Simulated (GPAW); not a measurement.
Runs of GPAW 26.7.0 on Sn. The structure is cubic, space group Fd-3m (No. 227). The conventional cell has a = 6.467 Å, b = 6.467 Å, c = 6.467 Å, α = 90.00°, β = 90.00°, γ = 90.00°. Sn (site symmetry -43m) has 4 Sn at 2.80 Å as nearest neighbours. This isn't the form of Sn at room conditions, which is tetragonal (white tin).

```csv
task,level,potentials or basis,spin,cutoff (eV),maxiter,band path,band points,spin axis theta (degrees),spin axis phi (degrees),other keys,pressure (GPa),V0 of scaled cells (Å³/atom),B0 (GPa)
single point,PBE,"GPAW PAW data sets (gpaw-data 1.2.1), pw",off,1200,100,-,-,-,-,"several, not listed",3.6,-,-
band structure,PBE,"PAW data sets generated in the run's folder for this functional, pw",off,600,150,"GXWKGLUWLK,UX",60,-,-,-,3.6,-,-
band structure,r2SCAN,"GPAW PAW data sets (gpaw-data 1.2.1), pw","SOC, no magnetisation",600,150,"GXWKGLUWLK,UX",100,90,45,-,2.1,-,-
equation of state,AM05,"PAW data sets generated in the run's folder for this functional, pw",off,600,150,-,-,-,-,-,-,35.11,40
equation of state,WC,"PAW data sets generated in the run's folder for this functional, pw",off,600,150,-,-,-,-,-,-,34.82,(a)
band structure,BLYP,"PAW data sets generated in the run's folder for this functional, pw","SOC, no magnetisation",600,150,"GXWKGLUWLK,UX",80,54.7,45,-,(b),-,-
equation of state,PBEsol+D4,"PAW data sets generated in the run's folder for this functional, pw",off,600,150,-,-,-,-,-,-,34.14,45
band structure,TASK,"GPAW PAW data sets (gpaw-data 1.2.1), pw","SOC, no magnetisation",600,150,"GXWKGLUWLK,UX",80,90,45,-,5.1,-,-
band structure,PBEint,"PAW data sets generated in the run's folder for this functional, pw","SOC, no magnetisation",600,150,"GXWKGLUWLK,UX",100,54.7,45,-,(c),-,-
```

Alike in all rows: cell as given; k mesh 6 × 6 × 6; smearing fermi-dirac 0.05 eV.

Q: Fill in the values left out.

A: (a) 42; (b) 6.2; (c) 2.0.

Caveats: spin-orbit coupling was added after a scalar SCF, so levels and gaps hold it while energy, forces, pressure and moments don't (some runs); the PAW data sets were made with another functional, which shifts forces and pressure a little (some runs).
